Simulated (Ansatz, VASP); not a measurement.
**One calculation of Ir, two programs**

The input INCAR:

```
SYSTEM = Ir
  ALGO = Normal
  EDIFF = 1E-6
  ENCUT = 520
  GGA = RP
  ISIF = 2
  ISMEAR = -1
  LASPH = .TRUE.
  LCHARG = .FALSE.
  LREAL = .FALSE.
  LWAVE = .FALSE.
  NBANDS = 16
  NELM = 100
  PREC = Accurate
  SIGMA = 0.1
```

The input KPOINTS:

```
k-points
0
G
  11 11 11
  0 0 0
```

The input POSCAR:

```
Ir
1.0
    0.0000000000      2.7619448774      2.7619448774
    2.7619448774      0.0000000000      2.7619448774
    2.7619448774      2.7619448774      0.0000000000
Ir
2
Direct
    0.1250000000      0.1250000000      0.1250000000
    0.8750000000      0.8750000000      0.8750000000
```

Input for Ansatz:

```yaml
crystal:
  lattice:
    - [0.0, 2.7619448774, 2.7619448774]
    - [2.7619448774, 0.0, 2.7619448774]
    - [2.7619448774, 2.7619448774, 0.0]
  atoms:
    - { symbol: Ir, position: [0.125, 0.125, 0.125] }
    - { symbol: Ir, position: [0.875, 0.875, 0.875] }
hamiltonian:
  xc: rpbe
  pseudopotentials:
    kind: paw
    azcp:
      Ir: "pseudopotentials/Ir.paw.azcp"
basis:
  ecutwfc: 420
  fft_grid_basis: typed
kpoints:
  mp_grid: { grid: [11, 11, 11], shift: [0, 0, 0] }
magnetization:
  spin_polarized: false
scf:
  occupations: { method: fermi_dirac, width: 0.1 }
  lower_state_search: "off"
output:
  stress: true
```

Alike in both runs: task single point; functional RPBE; k mesh 11 × 11 × 11; occupations fermi-dirac, width 0.1 eV; no spin polarisation.

```csv
,VASP,Ansatz
version,VASP 6.6.1,Ansatz 0.2.0
potentials or method,"VASP PAW PBE potentials, release 64 (Ir)","plane waves (420 eV) with PAW, scalar-relativistic"
plane-wave cutoff (eV),520,420
valence electrons in the cell,18,34
```

Ansatz gave:

| Property | Result |
| --- | --- |
| pressure (GPa) | 7.6 |

Estimate VASP's values.

pressure (GPa): 7.1.

The two sets of potentials don't hold the same shells in valence.

Caveats: the PAW data sets were made with another functional, which shifts forces and pressure a little (VASP). The runs have no spin-orbit coupling, so splittings on Ir are missing.
